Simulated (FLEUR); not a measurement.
Bi under changes of volume

One of the cells (35.070 Å³/atom); the others are scaled copies at fixed shape and fractional positions:

```
Bi
1.0
     2.26750    1.30914    3.93800
    -2.26750    1.30914    3.93800
     0.00000   -2.61828    3.93800
Bi
2
Cartesian
  0.0000 0.0000 9.0495
  0.0000 0.0000 2.7645
```

| Property | Result |
| --- | --- |
| Program | FLEUR MaX-R8.1 (later development tree) |
| Functional | SCAN |
| Potentials or basis | all-electron |
| Basis | FLAPW |
| Kmax | 4.1 1/bohr |
| k mesh | 7 × 7 × 7 |
| Occupations | fermi-dirac, width 0.05 eV |
| Spin | no spin polarisation |

```tsv
volume (Å³/atom)	energy over the lowest point (meV/atom)	gap on the mesh (eV)
32.965	25.58	0.40
33.667	11.69	0.39
35.070	0.00	0.36
36.472	6.14	0.34
37.174	?	?
```

What does the run at 37.174 Å³/atom give?

Energy over the lowest point 14.81 meV/atom; gap on the mesh 0.32 eV.

Worked out: A Birch-Murnaghan fit of order 2 (a polynomial in V^(-2/3)) to the other rows has its minimum at 35.24 Å³/atom with B0 = V·E''(V) = 50 GPa at fixed shape and positions, which overstates the stiffness. It gives 14.94 meV/atom at 37.174 Å³/atom, against the run's 14.81. A straight line through the other rows of the gap, of slope -0.612 eV per unit of ln V, extrapolates to 0.33 eV, against the run's 0.32.

Energies are extrapolated to zero smearing.

Caveats: the meta-GGA is that of a development version, with a GGA for the radial functions and cores and without core tails; spin-orbit coupling is left out, which as a rule narrows the gap of such compounds by several tenths of an eV; an odd mesh through Γ misses points on the zone boundary, where band edges often lie.
